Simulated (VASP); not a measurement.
Input:

```xyz
4
Lattice="1.7866 -3.0944 0.0000 1.7866 3.0944 0.0000 0.0000 0.0000 5.7684" Properties=species:S:1:pos:R:3 pbc="T T T"
In     1.7866    -1.0315     2.8836
In     1.7866     1.0315     5.7678
N      1.7866    -1.0315     5.0711
N      1.7866     1.0315     2.1869
```

These are PBEsol GGA, VASP's PBE PAW potentials (set 64) (plane waves; VASP 6.6.1) values and carry that method's errors. Numerical set-up: 520 eV cut-off, 10×10×6 Γ-centred mesh, first-order Methfessel-Paxton smearing of 0.10 eV, potentials In_d N.

Unless said otherwise, spin-orbit coupling is left out, though it shifts the bands of the heavy elements here.

Question: What does the run give for the energy per atom (σ→0), pressure, band gap (on the k-mesh) with the smallest direct gap where there is one?

Answer: 
```
Property                                                    Result
------------------------  ----------------------------------------
band gap (on the k-mesh)  none (metal, semimetal or under 0.01 eV)
energy per atom (σ→0)                       -558.1 kJ/mol of atoms
pressure                                                 -3.60 GPa
```

Only differences to runs with the same potentials and settings are physical.

The compound is InN in the wurtzite structure. This cell is one point of a volume scan, at 1.03 of the reference volume.
